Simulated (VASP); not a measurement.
# BaH2 (P6_3/mmc) in VASP: further runs

Aim: see how the results for BaH2 move with the level of theory and the settings. Levels: PBEsol, r2SCAN. Tasks: G0W0 quasiparticle levels, equation of state.

Program: VASP 6.6.1. These are calculated values, not measurements. Logs are shortened: lines on timing, memory, paths and dates and some standing lists are left out, and cuts for length are marked.

### Step 1. The structure

It takes space group P6_3/mmc (No. 194, hexagonal). Conventional cell: a = 4.462 Å, b = 4.462 Å, c = 6.055 Å, α = 90.00°, β = 90.00°, γ = 120.00°. Around Ba (site symmetry -6m2) lie 3 H at 2.58 Å. H (site symmetry -3m) is surrounded by 6 Ba at 2.99 Å and 8 H at 2.99 to 3.03 Å. H (site symmetry -6m2) has 3 Ba at 2.58 Å as nearest neighbours.

The cell comes from a database or a generator and needn't be the stable form of this composition.

### Step 2. G0W0 quasiparticle levels, PBEsol

POSCAR reads:

```
BaH2
1.0
    4.4620250523      0.0000000000      0.0000000000
   -2.2310125262      3.8642270477      0.0000000000
    0.0000000000      0.0000000000      6.0552925900
Ba H
2 4
Direct
    0.3333333333      0.6666666667      0.2500000000
    0.6666666667      0.3333333333      0.7500000000
    0.0000000000      0.0000000000      0.0000000000
    0.0000000000      0.0000000000      0.5000000000
    0.6666666667      0.3333333333      0.2500000000
    0.3333333333      0.6666666667      0.7500000000
```

INCAR.step1 reads:

```
  ALGO = Normal
  EDIFF = 1E-8
  ENCUT = 500
  GGA = PS
  ISMEAR = 0
  KPAR = 4
  LASPH = T
  LCHARG = F
  LREAL = F
  LWAVE = T
  NELM = 60
  PREC = Accurate
  SIGMA = 0.01
```

INCAR.step2 reads:

```
  ALGO = Exact
  EDIFF = 1E-8
  ENCUT = 500
  GGA = PS
  ISMEAR = 0
  ISTART = 1
  KPAR = 4
  LASPH = T
  LCHARG = F
  LOPTICS = T
  LREAL = F
  LWAVE = T
  NBANDS = 323
  NELM = 1
  PREC = Accurate
  SIGMA = 0.01
```

INCAR.step3 reads:

```
  ALGO = EVGW0
  EDIFF = 1E-8
  ENCUT = 500
  ENCUTGW = 120
  GGA = PS
  ISMEAR = 0
  ISTART = 1
  KPAR = 4
  LASPH = T
  LCHARG = F
  LREAL = F
  LWAVE = F
  NBANDS = 323
  NBANDSGW = 20
  NELMGW = 1
  NOMEGA = 50
  PREC = Accurate
  PRECFOCK = Fast
  SIGMA = 0.01
```

KPOINTS reads:

```
k-points
0
Gamma
  4 4 2
```

Potentials or basis: VASP PAW PBE potentials, release 64 (Ba_sv_GW, H_GW).

The run is started by

```console
$ cat potpaw_PBE.64/Ba_sv_GW/POTCAR potpaw_PBE.64/H_GW/POTCAR > POTCAR
$ cp INCAR.step1 INCAR
$ mpirun -np 4 vasp_std > vasp.out
$ cp INCAR.step2 INCAR
$ mpirun -np 4 vasp_std > vasp.out
$ cp INCAR.step3 INCAR
$ mpirun -np 4 vasp_std > vasp.out
```

OUTCAR:

```text
EDIFF = 1E-8
   ENCUT = 500
   ENCUTGW = 120
   GGA = PS
   ISMEAR = 0
   ISTART = 1
   LASPH = T
   LREAL = F
   NELMGW = 1
   PREC = Accurate
   PRECFOCK = Fast

 ion  position               nearest neighbor table
   1  0.333  0.667  0.250-
   2  0.667  0.333  0.750-
   3  0.000  0.000  0.000-
   4  0.000  0.000  0.500-
   5  0.667  0.333  0.250-
   6  0.333  0.667  0.750-

  LATTYP: Found a hexagonal cell.
 ALAT       =     4.4620250523
 C/A-ratio  =     1.3570727459

  Lattice vectors:

 A1 = (   4.4620250523,   0.0000000000,   0.0000000000)
 A2 = (  -2.2310125262,   3.8642270477,   0.0000000000)
 A3 = (   0.0000000000,   0.0000000000,   6.0552925900)

Analysis of symmetry for initial positions (statically):
=====================================================================
 Subroutine PRICEL returns:
 Original cell was already a primitive cell.

 Routine SETGRP: Setting up the symmetry group for a
 hexagonal supercell.

 Subroutine GETGRP returns: Found 24 space group operations
 (whereof 12 operations were pure point group operations)
 out of a pool of 24 trial point group operations.

The static configuration has the point symmetry D_3d.
 The point group associated with its full space group is D_6h.

Analysis of symmetry for dynamics (positions and initial velocities):
=====================================================================
 Subroutine PRICEL returns:
 Original cell was already a primitive cell.

 Routine SETGRP: Setting up the symmetry group for a
 hexagonal supercell.

 Subroutine GETGRP returns: Found 24 space group operations
 (whereof 12 operations were pure point group operations)
 out of a pool of 24 trial point group operations.

The dynamic configuration has the point symmetry D_3d.
 The point group associated with its full space group is D_6h.

 Subroutine INISYM returns: Found 24 space group operations
 (whereof 12 operations are pure point group operations),
 and found     1 'primitive' translations

----------------------------------------------------------------------------------------

                                     Primitive cell

  volume of cell :     104.4070

  direct lattice vectors                    reciprocal lattice vectors
     4.462025052  0.000000000  0.000000000     0.224113488  0.129391983  0.000000000
    -2.231012526  3.864227048  0.000000000     0.000000000  0.258783966  0.000000000
     0.000000000  0.000000000  6.055292590     0.000000000  0.000000000  0.165144786

  length of vectors
     4.462025052  4.462025052  6.055292590     0.258783966  0.258783966  0.165144786

  position of ions in fractional coordinates (direct lattice)
     0.333333333  0.666666667  0.250000000
     0.666666667  0.333333333  0.750000000
     0.000000000  0.000000000  0.000000000
     0.000000000  0.000000000  0.500000000
     0.666666667  0.333333333  0.250000000
     0.333333333  0.666666667  0.750000000

  ion indices of the primitive-cell ions
   primitive index   ion index
                 1           1
                 2           2
                 3           3
                 4           4
                 5           5
                 6           6

----------------------------------------------------------------------------------------

 KPOINTS: k-points

Automatic generation of k-mesh.
 Grid dimensions read from file:
 generate k-points for:    4    4    2

 Generating k-lattice:

  Cartesian coordinates                     Fractional coordinates (reciprocal lattice)
     0.056028372  0.032347996  0.000000000     0.250000000  0.000000000  0.000000000
     0.000000000  0.064695991  0.000000000     0.000000000  0.250000000  0.000000000
     0.000000000  0.000000000  0.082572393     0.000000000  0.000000000  0.500000000

  Length of vectors
     0.064695991  0.064695991  0.082572393

  Shift w.r.t. Gamma in fractional coordinates (k-lattice)
     0.000000000  0.000000000  0.000000000

 Subroutine IBZKPT returns following result:
 ===========================================

 Found      8 irreducible k-points:

 Following reciprocal coordinates:
            Coordinates               Weight
  0.000000  0.000000  0.000000      1.000000
  0.250000  0.000000  0.000000      6.000000
  0.500000  0.000000  0.000000      3.000000
  0.250000  0.250000  0.000000      6.000000
  0.000000  0.000000  0.500000      1.000000
  0.250000  0.000000  0.500000      6.000000
  0.500000  0.000000  0.500000      3.000000
  0.250000  0.250000  0.500000      6.000000
   k-points           NKPTS =      8   k-points in BZ     NKDIM =     32   number of bands    NBANDS=    323
   number of dos      NEDOS =    301   number of ions     NIONS =      6
   total plane-waves  NPLWV =  62208
   dimension x,y,z NGX =    36 NGY =   36 NGZ =   48
   dimension x,y,z NGXF=    72 NGYF=   72 NGZF=   96
   ions per type =               2   4
   NGX,Y,Z   is equivalent  to a cutoff of  13.41, 13.41, 13.18 a.u.
[... 34 lines left out ...]
  Thomas-Fermi vector in A             =   2.135362
   LORBIT       =      0    0 simple, 1 ext, 2 COOP (PROOUT), +10 PAW based schemes
   GGA     = PS    functional components
   LHFCALC =     T    Hartree Fock is set to
   PRECFOCK=fast      Normal, Fast or Accurate (Low or Medium for compatibility)
   ENCUT4O =  -1.0   cutoff for four orbital integrals eV
   NKREDX  =     1    reduce k-point grid by
   NKREDY  =     1    reduce k-point grid by
   NKREDZ  =     1    reduce k-point grid by
   AEXX    =    1.0000 exact exchange contribution
   HFSCREEN=    0.0000 screening length (either q_TF or 0.3 A-1)
   HFSCREENC=   0.0000 screening length for correlation (either q_TF or 0.3 A-1)
   ENCUTFOCK=  -1.0 apply spherical cutoff to Coloumb kernel
   IVDW    =     0    specifies the selected vdW correction
   LEPSILON=     F    determine dielectric tensor
   LRPA    =     F    only Hartree local field effects (RPA)
   LRPAFORCE           =     F    calculate RPA forces
   ENCUTGW             = 120.0    cutoff for response function in eV
   ENCUTGWSOFT         =  96.0    soft cutoff for Coulomb kernel in GW response function in eV
   ENCUTLF             =  -1.0    cutoff for local field effects
   NELMGW              =     1    number of iterations in solving QP/BSE equation
   NELMHF              =     1    number of iterations in the inner HF iteration
   NKREDLFX            =     1    NKREDLFY  =   1   NKREDLFZ  =   1
 non-spin polarized calculation
 Gauss-broadening in eV      SIGMA  =   0.01
  energy-cutoff  :      500.00
  volume of cell :      104.41
 maximum number of plane-waves:      2669
 NGX is ok and might be reduce to    36
  NGX = 18; NGY = 18; NGZ = 24
   NGX = 17   NGY = 17   NGZ = 23
 maximum number of plane-waves:       316
 NGX is ok and might be reduce to    18

 QP shifts <psi_nk| G(iteration)W_0 |psi_nk>: iteration 1
 for sc-GW calculations column KS-energies equals QP-energies in previous step
 and V_xc(KS)=  KS-energies - (<T + V_ion + V_H > + <T+V_H+V_ion>^1  + <V_x>^1)

 k-point   1 :       0.0000    0.0000    0.0000
  band No.  KS-energies  QP-energies   sigma(KS)   V_xc(KS)     V^pw_x(r,r')   Z            occupation Imag(sigma)

      1     -23.9659     -24.5716     -16.1281     -15.1665     -24.3600       0.6299       2.0000       1.3438
      2     -23.7895     -24.3904     -16.2549     -15.3158     -24.4152       0.6398       2.0000       1.3036
      3      -9.8127     -11.0818     -15.0332     -13.2728     -18.5245       0.7209       2.0000       0.3478
      4      -8.9899     -10.2534     -15.6195     -13.9150     -18.9172       0.7412       2.0000       0.2829
      5      -8.9899     -10.2534     -15.6195     -13.9150     -18.9172       0.7412       2.0000       0.2829
      6      -8.7398     -10.0028     -15.7964     -14.1071     -19.0427       0.7477       2.0000       0.2768
[... 12 lines left out ...]
     19       7.6280       8.3420      -9.0523      -9.9978      -4.5127       0.7551       0.0000      -0.2035
     20       8.4292       9.2836      -8.8721     -10.0006      -4.1293       0.7571       0.0000      -0.2230

 k-point   2 :       0.2500    0.0000    0.0000
  band No.  KS-energies  QP-energies   sigma(KS)   V_xc(KS)     V^pw_x(r,r')   Z            occupation Imag(sigma)

      1     -23.9272     -24.5323     -16.1557     -15.2011     -24.3703       0.6339       2.0000       1.3434
      2     -23.7957     -24.3967     -16.2511     -15.3127     -24.4125       0.6404       2.0000       1.3095
      3      -9.6488     -10.9179     -15.1530     -13.4087     -18.5618       0.7275       2.0000       0.3087
      4      -9.2512     -10.5275     -15.3577     -13.6207     -18.8272       0.7348       2.0000       0.3658
      5      -9.0819     -10.3462     -15.5316     -13.8221     -18.8497       0.7395       2.0000       0.2875
      6      -9.0136     -10.2849     -15.5346     -13.8136     -18.9451       0.7387       2.0000       0.3518
[... 12 lines left out ...]
     19       8.6096       9.4935      -9.0711     -10.2460      -4.4636       0.7524       0.0000      -0.2242
     20       9.4312      10.4761      -8.8799     -10.2709      -4.0505       0.7511       0.0000      -0.2913
[... 102 lines left out ...]
      3      -9.7098     -10.9895     -15.0472     -13.2740     -18.6789       0.7217       2.0000       0.4175
      4      -9.7098     -10.9895     -15.0472     -13.2740     -18.6789       0.7217       2.0000       0.4175
      5      -8.9644     -10.2258     -15.6112     -13.9084     -18.9018       0.7407       2.0000       0.2838
      6      -8.9644     -10.2258     -15.6112     -13.9084     -18.9018       0.7407       2.0000       0.2838
[... 12 lines left out ...]
     19       9.3270      10.2145      -9.6066     -10.7840      -4.9522       0.7537       0.0000      -0.2292
     20       9.3270      10.2145      -9.6066     -10.7840      -4.9522       0.7537       0.0000      -0.2292

 k-point   8 :       0.2500    0.2500    0.5000
  band No.  KS-energies  QP-energies   sigma(KS)   V_xc(KS)     V^pw_x(r,r')   Z            occupation Imag(sigma)

      1     -23.8448     -24.4475     -16.2151     -15.2733     -24.3948       0.6400       2.0000       1.3295
      2     -23.8448     -24.4475     -16.2151     -15.2733     -24.3948       0.6400       2.0000       1.3295
      3      -9.6508     -10.9302     -15.1038     -13.3393     -18.6863       0.7251       2.0000       0.3905
      4      -9.6508     -10.9302     -15.1038     -13.3393     -18.6863       0.7251       2.0000       0.3905
      5      -9.0995     -10.3725     -15.4744     -13.7514     -18.8378       0.7388       2.0000       0.3257
      6      -9.0995     -10.3725     -15.4744     -13.7514     -18.8378       0.7388       2.0000       0.3257
[... 12 lines left out ...]
     19       9.5970      10.6502      -9.2086     -10.6107      -4.4389       0.7511       0.0000      -0.2474
     20       9.5970      10.6502      -9.2086     -10.6107      -4.4389       0.7511       0.0000      -0.2474
```

Wall time 3.4 min (4 MPI ranks of Intel Xeon Platinum 8559C (Emerald Rapids), shared host); peak memory 1.6 GiB.

Results:

```yaml
Band_gap_on_the_k_mesh_mean-field_level: 1.92 eV, indirect (least direct gap 2.78 eV)
Quasiparticle_gap: 3.49 eV
Least_direct_quasiparticle_gap: 4.39 eV
```

Caveat: the k mesh is coarse (spacing up to 0.52 Å⁻¹), so the values aren't converged; bands, screening cutoff and mesh are small and nothing is extrapolated, so the quasiparticle values aren't converged; the PAW data sets were made with another functional, which shifts forces and pressure a little; spin-orbit coupling is left out, which moves the levels of the heavy elements. A k mesh can miss the band edges.

### Step 3. Equation of state, r2SCAN, 16.71 Å³/atom (a relaxed cell with its volume scaled by 0.96)

INCAR reads:

```
ALGO = Normal ; EDIFF = 1E-6
ENCUT = 520 ; ISIF = 2
ISMEAR = 0 ; KPAR = 2
LASPH = True ; LCHARG = False
LMIXTAU = True ; LREAL = False
LWAVE = False ; METAGGA = R2SCAN
NELM = 100 ; PREC = Accurate
SIGMA = 0.02
```

KPOINTS reads:

```
k-points
0
Gamma
  6 6 4
```

POSCAR reads:

```
BaH2                                    
1.0
    4.4017200240      0.0000000000      0.0000000000
   -2.2008600120      3.8120013612      0.0000000000
    0.0000000000      0.0000000000      5.9734542796
  Ba              H             
     2     4
Direct
     0.3333333332999970    0.6666666667000030    0.2500000000000000
     0.6666666667000030    0.3333333332999970    0.7500000000000000
     0.0000000000000000    0.0000000000000000    0.0000000000000000
     0.0000000000000000    0.0000000000000000    0.5000000000000000
     0.6666666667000030    0.3333333332999970    0.2500000000000000
     0.3333333332999970    0.6666666667000030    0.7500000000000000
```

Potentials or basis: VASP PAW PBE potentials, release 64 (Ba_sv, H).

The run is started by

```console
$ cat potpaw_PBE.64/Ba_sv/POTCAR potpaw_PBE.64/H/POTCAR > POTCAR
$ mpirun -np 2 vasp_std > vasp.out
```

Wall time 78 s (2 MPI ranks of Intel Xeon Platinum 8488C (Sapphire Rapids), shared host); peak memory 0.26 GiB.

Results (log left out):

| Property | Result |
| --- | --- |
| Free energy | -70.2095 eV |
| Pressure | 1.5 GPa |
| Band gap on the k mesh | 2.15 eV, indirect (least direct gap 3.17 eV) |

Caveat: the PAW data sets were made with another functional, which shifts forces and pressure a little; spin-orbit coupling is left out, which moves the levels of the heavy elements.

### Step 4. Equation of state, r2SCAN, 17.05 Å³/atom (a relaxed cell with its volume scaled by 0.98)

INCAR is that of step 3.

KPOINTS is that of step 3.

POSCAR, as its differences from that of step 3:

```diff
@@ -2,5 +2,5 @@
 1.0
-    4.4017200240      0.0000000000      0.0000000000
-   -2.2008600120      3.8120013612      0.0000000000
-    0.0000000000      0.0000000000      5.9734542796
+    4.4320776731      0.0000000000      0.0000000000
+   -2.2160388366      3.8382918565      0.0000000000
+    0.0000000000      0.0000000000      6.0146518179
   Ba              H
```

The run is started by

```console
$ cat potpaw_PBE.64/Ba_sv/POTCAR potpaw_PBE.64/H/POTCAR > POTCAR
$ mpirun -np 2 vasp_std > vasp.out
```

Wall time 86 s (2 MPI ranks of Intel Xeon Platinum 8488C (Sapphire Rapids), shared host); peak memory 0.26 GiB.

It converged, with:

| Item | Value |
| --- | --- |
| Free energy | -70.2246 eV |
| Pressure | 0.7 GPa |
| Band gap on the k mesh | 2.14 eV, indirect (least direct gap 3.17 eV) |

Caveat: the PAW data sets were made with another functional, which shifts forces and pressure a little; spin-orbit coupling is left out, which moves the levels of the heavy elements.

### Step 5. Equation of state, r2SCAN, 17.40 Å³/atom

INCAR is that of step 4.

KPOINTS is that of step 4.

POSCAR, as its differences from that of step 4:

```diff
@@ -2,5 +2,5 @@
 1.0
-    4.4320776731      0.0000000000      0.0000000000
-   -2.2160388366      3.8382918565      0.0000000000
-    0.0000000000      0.0000000000      6.0146518179
+    4.4620250523      0.0000000000      0.0000000000
+   -2.2310125262      3.8642270477      0.0000000000
+    0.0000000000      0.0000000000      6.0552925900
   Ba              H
```

The run is started by

```console
$ cat potpaw_PBE.64/Ba_sv/POTCAR potpaw_PBE.64/H/POTCAR > POTCAR
$ mpirun -np 2 vasp_std > vasp.out
```

Run time: 84 s. Hardware: 2 MPI ranks of Intel Xeon Platinum 8488C (Sapphire Rapids), shared host; peak memory 0.27 GiB.

It converged, with:

| Quantity | Value |
| --- | --- |
| Free energy | -70.2294 eV |
| Pressure | -0.1 GPa |
| Band gap on the k mesh | 2.13 eV, indirect (least direct gap 3.16 eV) |

Caveat: the PAW data sets were made with another functional, which shifts forces and pressure a little; spin-orbit coupling is left out, which moves the levels of the heavy elements.

### Step 6. Equation of state, r2SCAN, 17.75 Å³/atom (a relaxed cell with its volume scaled by 1.02)

INCAR is that of step 5.

KPOINTS is that of step 5.

POSCAR, as its differences from that of step 5:

```diff
@@ -2,5 +2,5 @@
 1.0
-    4.4620250523      0.0000000000      0.0000000000
-   -2.2310125262      3.8642270477      0.0000000000
-    0.0000000000      0.0000000000      6.0552925900
+    4.4915757483      0.0000000000      0.0000000000
+   -2.2457878742      3.8898187011      0.0000000000
+    0.0000000000      0.0000000000      6.0953950341
   Ba              H
```

Potentials or basis: VASP PAW PBE potentials, release 64 (Ba_sv, H).

The run is started by

```console
$ cat potpaw_PBE.64/Ba_sv/POTCAR potpaw_PBE.64/H/POTCAR > POTCAR
$ mpirun -np 2 vasp_std > vasp.out
```

Wall time 81 s (2 MPI ranks of Intel Xeon Platinum 8488C (Sapphire Rapids), shared host); peak memory 0.26 GiB.

It converged, with:

* Free energy: -70.2248 eV
* Pressure: -0.8 GPa
* Band gap on the k mesh: 2.13 eV, indirect (least direct gap 3.16 eV)

Caveat: the PAW data sets were made with another functional, which shifts forces and pressure a little; spin-orbit coupling is left out, which moves the levels of the heavy elements.

### Step 7. Equation of state, r2SCAN, 18.10 Å³/atom (a relaxed cell with its volume scaled by 1.04)

INCAR is that of step 6.

KPOINTS is that of step 6.

POSCAR, as its differences from that of step 6:

```diff
@@ -2,5 +2,5 @@
 1.0
-    4.4915757483      0.0000000000      0.0000000000
-   -2.2457878742      3.8898187011      0.0000000000
-    0.0000000000      0.0000000000      6.0953950341
+    4.5207426418      0.0000000000      0.0000000000
+   -2.2603713210      3.9150779719      0.0000000000
+    0.0000000000      0.0000000000      6.1349766304
   Ba              H
```

The run is started by

```console
$ cat potpaw_PBE.64/Ba_sv/POTCAR potpaw_PBE.64/H/POTCAR > POTCAR
$ mpirun -np 2 vasp_std > vasp.out
```

It took 82 s on 2 MPI ranks of Intel Xeon Platinum 8488C (Sapphire Rapids), shared host; peak memory 0.26 GiB.

It converged, with:

```
Free energy            : -70.2118 eV
Pressure               : -1.4 GPa
Band gap on the k mesh : 2.12 eV, indirect (least direct gap 3.16 eV)
```

Caveat: the PAW data sets were made with another functional, which shifts forces and pressure a little; spin-orbit coupling is left out, which moves the levels of the heavy elements.

### Step 8. Equation of state, r2SCAN

No new run: the results of the series are fitted here.

What came out:

```yaml
Equilibrium_volume: 17.40 Å³/atom
Bulk_modulus_at_fixed_shape_and_positions: 36 GPa
Pressure_derivative_of_the_bulk_modulus: "4.2 (rough: it moves with the points fitted)"
```

Energy against volume, from the lowest point:
```csv
volume (Å³/atom),energy (meV/atom)
16.705,3.31
17.053,0.79
17.401,0.00
17.749,0.76
18.097,2.92
```

Caveat: the cell was scaled at fixed shape and fractional positions, which overstates the stiffness of a crystal with free parameters, most of all of layers and chains; the PAW data sets were made with another functional, which shifts forces and pressure a little. Spin-orbit coupling is left out, which matters for the levels of Ba.

### Step 9. For comparison

An earlier run on the cell as given: functional PBEsol; potentials or basis VASP PAW PBE potentials, release 64 (Ba_sv, H); cutoff 520 eV; k mesh 7 × 7 × 5; occupations fermi-dirac, width 0.05 eV; no spin polarisation.

* Pressure: -1.8 GPa
* Band gap on the k mesh: 1.66 eV, indirect (least direct gap 2.50 eV)
